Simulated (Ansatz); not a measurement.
# Ga (C2/c) in Ansatz: settings compared, part 2 of 2

Ansatz 0.2.0.

### 4 Relaxation of cell and atoms, PBEsol

Input file input.yaml:

```yaml
crystal:
  lattice:
    - [1.383, -4.0265, 0.0]
    - [1.383, 4.0265, 0.0]
    - [-0.1174474948, 0.0, 3.3299294416]
  atoms:
    - { symbol: Ga, position: [0.131, 0.869, 0.75] }
    - { symbol: Ga, position: [0.869, 0.131, 0.25] }
hamiltonian:
  xc: pbesol
  pseudopotentials: { kind: paw }
kpoints:
  mp_grid: { grid: [10, 10, 8] }
scf:
  occupations: { method: fermi_dirac, width: 0.05 }
output:
  forces: true
  stress: true
  eigenvalues: true
  write_density: true
  write_potential: true
  elf: true
  volumetric_format: npy
relax:
  f_tol: 0.01
  max_steps: 40
  cell: { stress_tol: 0.05 }
```

Potentials or basis: Ansatz PAW.

Launch:

```console
$ ansatz run input.yaml --threads 2 --pin off --max-ram 5632MiB --backend cpu --events-out ev --progress --plain --runs-dir out
```

Output:

```text
Warning: RAYON_NUM_THREADS=2 ignored (pool sized by the plan → 2); use --threads N
Engine: ansatz 0.2.0, aarch64-unknown-linux-gnu
Pseudopotentials: kind: paw
Pseudopotential: Ga, paw, valence charge 13, recommended cutoff 420 eV (normal), Ga.paw.azcp
Functional definition: PBEsol
  exchange = pbesol_x
  correlation = pbesol_c
Crystal: 2 atoms, lattice volume = 37.086 Å³
Basis set: ecut = 420 eV, 721 PW (Γ), exchange–correlation on 60×60×48 points (8 copies of the dense FFT grid, shifted against one another)
Bands: 17, of which v1, the nominal top of the filled ones, is band 13 counted from 1 (12 counted from 0)
Symmetry: 4 space group operations
Space group: C2/c (ITA 15), of the structure as read, at distance tolerance 3.3e-5 Å
k-points: 227 of 800
Non-local potential: Ga, projectors of the file, l = 0: 2, l = 1: 2, l = 2: 3, l = 3: 1
PAW form: soft (Blöchl's): semilocal exchange-correlation on the pseudo side does not see the compensation charge
PAW frozen core: Ga, regenerated for the run's functional, and the local potential with it (the file was generated under x = pbe(κ = 0.804, μ = 0.2195149727645171), c = pbe(β = 0.06672455060314922))
PAW one-centre angular grid: Ga, 590 points (default); XC on 64 Gauss nodes
Initial density: superposition of atomic densities (neutral atoms: chi_scale 0, normalization atom), corrected by the library's trained network
Initial wavefunctions: pseudopotential atomic-orbital guess
[... 125 lines left out ...]
--- Per-component energies (eV) ---
  E_band       = -59.717846
  E_kinetic    = 231.065421
  E_local      = -3543.553896  (includes V_loc(G=0)·N_el)
  E_nonlocal   = 847.269266
  E_hartree    = 1667.794334
  E_xc         = -138.312386
  E_vxc        = -117.535532  (∫ρ·V_xc dr)
  E_paw        = -3893.132518  (= ΣΔE_a)
  E_vpaw       = -812.551487  (= ΣTr[D̂ρ^β])
  E_aug_tail   = -0.000238  (compensation charges beyond the density's cutoff)
  E_ewald      = -2659.251057
  E_core_change = 1.725956  (= ΣΔE_core)
  E_smearing   = -0.003593  (= −TS)
  E_closure    = -0.000000  (closes the sum)
  Σ components = -7486.398713   (vs F -7486.398713, Δ=0.00e0)
--- Forces (eV/Å), atoms counted from 1 ---
  atom   1  Ga     0.00000000     0.00074323     0.00000000
  atom   2  Ga     0.00000000    -0.00074323     0.00000000
  max |Σ_I F_I| component: 0.00e0 eV/Å
--- Stress (GPa, compression-positive) ---
        0.009352       0.000000       0.021116
        0.000000       0.004255       0.000000
        0.021116       0.000000       0.018810
  P = ⅓ Tr σ = 0.0108 GPa (0.108 kbar)
--- Band table (eV; the first three rows and the last of 227) ---
  k-point 0: bands = ["-4.9303", "-4.8977", "-4.8405", "-4.8283", "-4.5985", "-4.5834", "-4.5316", "-4.5285", "-4.5187", "-4.3665", "-1.3024", "7.8973", "8.6989", "12.8739", "16.6220", "18.7367", "19.9307"]
  k-point 1: bands = ["-4.9205", "-4.8955", "-4.8281", "-4.8083", "-4.6222", "-4.6167", "-4.5296", "-4.5030", "-4.4996", "-4.3938", "-1.0631", "8.1776", "8.5895", "11.1131", "18.9559", "19.1054", "19.7477"]
  k-point 2: bands = ["-4.9330", "-4.8351", "-4.8203", "-4.7495", "-4.6623", "-4.6620", "-4.5418", "-4.4708", "-4.4697", "-4.4578", "-0.3398", "7.0649", "9.0017", "10.3582", "16.9922", "17.0942", "19.6003"]
  k-point 226: bands = ["-4.8444", "-4.8444", "-4.7988", "-4.7988", "-4.6237", "-4.6237", "-4.5237", "-4.5237", "-4.5145", "-4.5145", "4.4146", "4.4146", "5.8498", "5.8498", "20.5645", "20.5645", "22.1034"]
--- Relaxed structure (8 steps of the walk, 6 accepted, 2 SCFs on fresh bases) ---
  F+E_penalty+E_count = -7486.39871262 eV   max|allowed force component| = 7.432e-4 eV/Å   (the final SCF, on the basis selected at the relaxed cell)
  cell:  # Å, volume = 35.8313 Å³
    - [1.4088788357010043, -4.0175864278629, 0.015381732158533798]
    - [1.4088788357010043, 4.0175864278629, 0.015381732158533801]
    - [-0.08260969410868874, 1.607948589765603e-18, 3.1642441149080347]
  atoms:
    - { symbol: Ga, position: [0.13513452799186448, 0.8648654720081355, 0.7499999999999999] }
    - { symbol: Ga, position: [0.8648654720081356, 0.13513452799186457, 0.24999999999999997] }
```

rho_z.tsv:

```text
# z_ang	rho[e/angstrom^3]
# format = ansatz-planar-average/11
# lattice	1.408878836	-4.017586428	0.015381732
# lattice	1.408878836	4.017586428	0.015381732
# lattice	-0.082609694	0.000000000	3.164244115
# sites	2
# site	31	1.346921565	2.931757137	2.388564818
# site	31	1.388226412	-2.931757137	0.806442761
0.000000	2.559585e-1
0.131888	2.736335e-1
0.263777	3.448247e-1
0.395665	5.323614e-1
0.527554	9.051289e-1
0.659442	1.370873e0
[... 16 lines left out ...]
2.901545	3.448247e-1
3.033434	2.736335e-1
```

Run time: 47 s. Hardware: 2 threads of Arm Neoverse V2, shared host; peak memory 0.42 GiB.

Results:

| Item | Value |
| --- | --- |
| Free energy | -7486.3987 eV |
| Relaxed volume | 17.92 Å³/atom |
| Relaxed cell | a = 4.257 Å, b = 4.257 Å, c = 3.165 Å, α = 90.29°, β = 90.29°, γ = 141.35° |
| Space group after relaxing (to 0.05 Å) | C2/c (No. 15) |
| Energy gained by relaxing | 12.4 meV/atom |
| Ionic steps | 8 |
| Pressure after relaxing | 0.0 GPa |
| Band gap on the k mesh | none (metal or under the smearing width) |

The path:
```csv
step,energy change (eV),largest force (eV/Å),volume (Å³)
1,0.0000,0.1969,37.09
2,-0.0184,0.0406,35.44
3,-0.0221,0.0077,35.62
4,-0.0248,0.0090,35.83
5,-0.0251,0.0014,35.83
6,-0.0247,0.0014,35.83
7,-0.0247,0.0007,35.83
8,-0.0248,0.0007,35.83
```

Final structure:
```cif
data_structure
_symmetry_space_group_name_H-M 'P 1'
_symmetry_Int_Tables_number 1
_cell_length_a 4.2575
_cell_length_b 4.2575
_cell_length_c 3.1653
_cell_angle_alpha 90.288
_cell_angle_beta 90.288
_cell_angle_gamma 141.349
_cell_volume 35.83
loop_
_atom_site_label
_atom_site_type_symbol
_atom_site_fract_x
_atom_site_fract_y
_atom_site_fract_z
_atom_site_occupancy
Ga1 Ga 0.13513 0.86487 0.75000 1
Ga2 Ga 0.86487 0.13513 0.25000 1
```

Caveat: the plane-wave basis is chosen anew once the cell has moved, so the energies of steps on either side of that aren't comparable; the PAW data sets come from PBE, with cores solved anew for the run's functional, which leaves a small shift of forces and pressure.

### 5 Relaxation of cell and atoms, RPBE

Changes to input.yaml since step 4:

```diff
@@ -9,3 +9,3 @@
 hamiltonian:
-  xc: pbesol
+  xc: rpbe
   pseudopotentials: { kind: paw }
@@ -19,6 +19,2 @@
   eigenvalues: true
-  write_density: true
-  write_potential: true
-  elf: true
-  volumetric_format: npy
 relax:
```

Potentials or basis: Ansatz PAW.

Launch:

```console
$ ansatz run input.yaml --threads 2 --pin off --max-ram 5632MiB --backend cpu --events-out ev --progress --plain --runs-dir out
```

Output:

```text
Warning: RAYON_NUM_THREADS=2 ignored (pool sized by the plan → 2); use --threads N
Engine: ansatz 0.2.0, aarch64-unknown-linux-gnu
Pseudopotentials: kind: paw
Pseudopotential: Ga, paw, valence charge 13, recommended cutoff 420 eV (normal), Ga.paw.azcp
Functional definition: RPBE
  parameter kappa = 0.804
  parameter beta = 0.06672455060314922
  exchange = rpbe_x(kappa = kappa, mu = beta*pi^2/3)
  correlation = pbe_c(beta = beta)
Crystal: 2 atoms, lattice volume = 37.086 Å³
Basis set: ecut = 420 eV, 721 PW (Γ), exchange–correlation on 60×60×48 points (8 copies of the dense FFT grid, shifted against one another)
Bands: 17, of which v1, the nominal top of the filled ones, is band 13 counted from 1 (12 counted from 0)
Symmetry: 4 space group operations
[... 139 lines left out ...]
  max |Σ_I F_I| component: 0.00e0 eV/Å
--- Stress (GPa, compression-positive) ---
        0.027141       0.000000      -0.004258
        0.000000      -0.034666       0.000000
       -0.004258       0.000000       0.045392
  P = ⅓ Tr σ = 0.0126 GPa (0.126 kbar)
--- Band table (eV; the first three rows and the last of 227) ---
  k-point 0: bands = ["-5.9297", "-5.9069", "-5.8519", "-5.8516", "-5.6844", "-5.6750", "-5.6294", "-5.6278", "-5.6227", "-5.4978", "-1.6132", "7.0793", "7.3960", "11.8181", "15.3440", "16.7915", "17.9464"]
  k-point 1: bands = ["-5.9232", "-5.9020", "-5.8514", "-5.8287", "-5.7032", "-5.7000", "-5.6279", "-5.6082", "-5.6076", "-5.5179", "-1.3892", "7.3029", "7.3366", "10.1629", "16.9980", "17.6594", "18.0436"]
  k-point 2: bands = ["-5.9319", "-5.8561", "-5.8434", "-5.7841", "-5.7356", "-5.7350", "-5.6350", "-5.5848", "-5.5819", "-5.5660", "-0.7140", "6.0851", "8.0956", "9.2562", "15.5359", "15.5503", "17.5898"]
  k-point 226: bands = ["-5.8648", "-5.8648", "-5.8190", "-5.8190", "-5.7066", "-5.7066", "-5.6245", "-5.6245", "-5.6098", "-5.6098", "3.5646", "3.5646", "5.2391", "5.2391", "18.5287", "18.5287", "20.0584"]
--- Relaxed structure (8 steps of the walk, 8 accepted, 1 SCFs on fresh bases) ---
  F+E_penalty+E_count = -7577.18487392 eV   max|allowed force component| = 2.773e-4 eV/Å   (the final SCF, on the basis selected at the relaxed cell)
  cell:  # Å, volume = 39.7816 Å³
    - [1.4677890432864882, -4.160740675368133, 0.02708600335092251]
    - [1.4677890432864882, 4.160740675368133, 0.027086003350922448]
    - [-0.05943142878913504, -2.4216116875180793e-17, 3.2559008729513352]
  atoms:
    - { symbol: Ga, position: [0.13544865100895986, 0.8645513489910399, 0.75] }
    - { symbol: Ga, position: [0.8645513489910399, 0.13544865100895992, 0.25] }
```

Wall time 41 s (2 threads of Arm Neoverse V2, shared host); peak memory 0.42 GiB.

What came out:

```
Free energy                            : -7577.1849 eV
Relaxed volume                         : 19.89 Å³/atom
Relaxed cell                           : a = 4.412 Å, b = 4.412 Å, c = 3.256 Å, α = 90.00°, β = 90.00°, γ = 141.13°
Space group after relaxing (to 0.05 Å) : Cmcm (No. 63)
Energy gained by relaxing              : 24.2 meV/atom
Ionic steps                            : 9
Pressure after relaxing                : 0.0 GPa
Band gap on the k mesh                 : none (metal or under the smearing width)
```

The path:
```
step  energy change (eV)  largest force (eV/Å)  volume (Å³)
   1              0.0000                0.2096        37.09
   2             -0.0341                0.0784        39.33
   3             -0.0401                0.0085        39.66
   4             -0.0408                0.0770        40.06
   5             -0.0458                0.0100        39.85
   6             -0.0467                0.0015        39.58
   7             -0.0475                0.0010        39.76
   8             -0.0475                0.0001        39.78
   9             -0.0485                0.0003        39.78
```

Final structure:
```yaml
crystal:
  lattice:
    - [1.46779, -4.16074, 0.02709]
    - [1.46779, 4.16074, 0.02709]
    - [-0.05943, 0.00000, 3.25590]
  atoms:
    - { symbol: Ga, position: [0.13545, 0.86455, 0.75000] }
    - { symbol: Ga, position: [0.86455, 0.13545, 0.25000] }
```

Levels at points of the mesh, in eV from the Fermi level:
| k point | band 10 | band 11 | band 12 | band 13 | band 14 | band 15 | band 16 | band 17 |
| --- | --- | --- | --- | --- | --- | --- | --- | --- |
| (0.00, 0.00, 0.00) | -14.58 | -10.70 | -2.00 | -1.69 | 2.73 | 6.26 | 7.71 | 8.86 |
| (0.00, 0.00, -0.50) | -14.64 | -7.10 | -7.10 | 1.77 | 1.77 | 2.46 | 2.46 | 10.12 |
| (0.00, -0.50, 0.00) | -14.63 | -6.30 | -5.09 | -1.54 | -0.29 | 6.28 | 6.49 | 8.39 |
| (0.00, -0.50, -0.50) | -14.62 | -2.86 | -2.86 | -1.50 | -1.50 | 1.95 | 1.95 | 4.16 |
| (-0.50, -0.50, 0.00) | -14.63 | -8.89 | -8.02 | 4.71 | 5.70 | 5.92 | 6.57 | 6.65 |
| (-0.50, -0.50, -0.50) | -14.69 | -5.52 | -5.52 | -3.84 | -3.84 | 9.45 | 9.45 | 10.97 |

Caveat: the plane-wave basis is chosen anew once the cell has moved, so the energies of steps on either side of that aren't comparable; the PAW data sets come from PBE, with cores solved anew for the run's functional, which leaves a small shift of forces and pressure. RPBE and its kin give volumes clearly too large for solids.

### 6 Relaxation of cell and atoms, revPBE

Changes to input.yaml since step 5:

```diff
@@ -9,3 +9,3 @@
 hamiltonian:
-  xc: rpbe
+  xc: revpbe
   pseudopotentials: { kind: paw }
```

Potentials or basis: Ansatz PAW.

Launch:

```console
$ ansatz run input.yaml --threads 2 --pin off --max-ram 5632MiB --backend cpu --events-out ev --progress --plain --runs-dir out
```

It took 43 s on 2 threads of Arm Neoverse V2, shared host; peak memory 0.42 GiB.

The run converged. Its results:

```
Free energy                            : -7573.9776 eV
Relaxed volume                         : 19.68 Å³/atom
Relaxed cell                           : a = 4.394 Å, b = 4.394 Å, c = 3.249 Å, α = 90.00°, β = 90.00°, γ = 141.13°
Space group after relaxing (to 0.05 Å) : Cmcm (No. 63)
Energy gained by relaxing              : 20.1 meV/atom
Ionic steps                            : 7
Pressure after relaxing                : 0.0 GPa
Band gap on the k mesh                 : none (metal or under the smearing width)
```

The path:
| step | energy change (eV) | largest force (eV/Å) | volume (Å³) |
| --- | --- | --- | --- |
| 1 | 0.0000 | 0.2074 | 37.09 |
| 2 | -0.0270 | 0.0691 | 38.94 |
| 3 | -0.0325 | 0.0113 | 39.25 |
| 4 | -0.0377 | 0.0048 | 39.44 |
| 5 | -0.0393 | 0.0095 | 39.40 |
| 6 | -0.0394 | 0.0015 | 39.36 |
| 7 | -0.0402 | 0.0016 | 39.36 |

Final structure:
```xyz
2
Lattice="1.4619 -4.1434 0.0267 1.4619 4.1434 0.0267 -0.0597 0.0000 3.2481" Properties=species:S:1:pos:R:3 pbc="T T T"
Ga    1.4171    3.0214    2.4628
Ga    1.4469   -3.0214    0.8388
```

Levels at points of the mesh, in eV from the Fermi level:
```csv
k point,band 10,band 11,band 12,band 13,band 14,band 15,band 16,band 17
"(0.00, 0.00, 0.00)",-14.59,-10.78,-2.03,-1.67,2.71,6.26,7.78,8.93
"(0.00, 0.00, -0.50)",-14.65,-7.17,-7.17,1.77,1.77,2.48,2.48,10.20
"(0.00, -0.50, 0.00)",-14.64,-6.33,-5.13,-1.56,-0.28,6.33,6.50,8.47
"(0.00, -0.50, -0.50)",-14.63,-2.88,-2.88,-1.53,-1.53,1.95,1.95,4.18
"(-0.50, -0.50, 0.00)",-14.64,-8.95,-8.09,4.71,5.69,5.96,6.60,6.69
"(-0.50, -0.50, -0.50)",-14.70,-5.56,-5.56,-3.90,-3.90,9.52,9.52,11.07
```

Caveat: the plane-wave basis is chosen anew once the cell has moved, so the energies of steps on either side of that aren't comparable; the PAW data sets come from PBE, with cores solved anew for the run's functional, which leaves a small shift of forces and pressure.

### 7 Overview

| level | gap on the mesh (eV) | pressure (GPa) | relaxed volume (Å³/atom) |
| --- | --- | --- | --- |
| LDA | none | 0.0 | 17.29 |
| PBE | none | 0.0 | 19.14 |
| PBEsol | none | 0.0 | 17.92 |
| RPBE | none | 0.0 | 19.89 |
| revPBE | none | 0.0 | 19.68 |

Alike in all rows: task relaxation of cell and atoms; potentials or basis Ansatz PAW; no spin polarisation; cell relaxed; k mesh 10 × 10 × 8; cutoff (eV) 420; smearing fermi-dirac 0.05 eV.

Caveats: the plane-wave basis is chosen anew once the cell has moved, so the energies of steps on either side of that aren't comparable; the PAW data sets come from PBE, with cores solved anew for the run's functional, which leaves a small shift of forces and pressure (some runs).

Total energies depend on the potentials used, so only differences within one code and one set of settings carry meaning.
